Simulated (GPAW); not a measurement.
Runs of GPAW 26.7.0 on AlNi3. Symmetry: Fm-3m, No. 225, cubic system. The conventional cell has a = 5.604 Å, b = 5.604 Å, c = 5.604 Å, α = 90.00°, β = 90.00°, γ = 90.00°. Ni (site symmetry -43m) is surrounded by 4 Al at 2.43 Å and 4 Ni at 2.43 Å. Ni (site symmetry m-3m) is surrounded by 8 Ni at 2.43 Å. Al (site symmetry m-3m) is surrounded by 8 Ni at 2.43 Å. The cell comes from a database or a generator and needn't be the stable form of this composition.

| level | gap on the mesh (eV) | pressure (GPa) | moment (μB) | relaxed volume (Å³/atom) |
| --- | --- | --- | --- | --- |
| PBEsol+D3 | none | 0.1 | 0.00 | 10.76 |
| PBEsol+D4 | none | 0.0 | 0.00 | (a) |
| PBEsol | none | 0.0 | 0.00 | 11.07 |
| PBEsol+D3(BJ) | none | 0.1 | 0.00 | 10.74 |
| PBEsol+D3(BJ)+ATM | none | 0.1 | 0.00 | (b) |

Alike in all rows: task relaxation of cell and atoms; potentials or basis PAW data sets generated in the run's folder for this functional, pw; spin collinear, ferromagnetic start; cell relaxed; k mesh 6 × 6 × 6; cutoff (eV) 600; smearing fermi-dirac 0.05 eV.

Problem. Estimate the missing entries.

Solution. (a) 10.89; (b) 10.82.

Caveats: each step starts from the last one's moments, so a moment once lost doesn't come back; the stock nickel data set gives pressures a few GPa off other programs; later steps reuse the first step's grids; pairwise dispersion overbinds metals, which lowers pressure and volume (some runs).

A gap of «none» marks a metal or a gap under the smearing width.
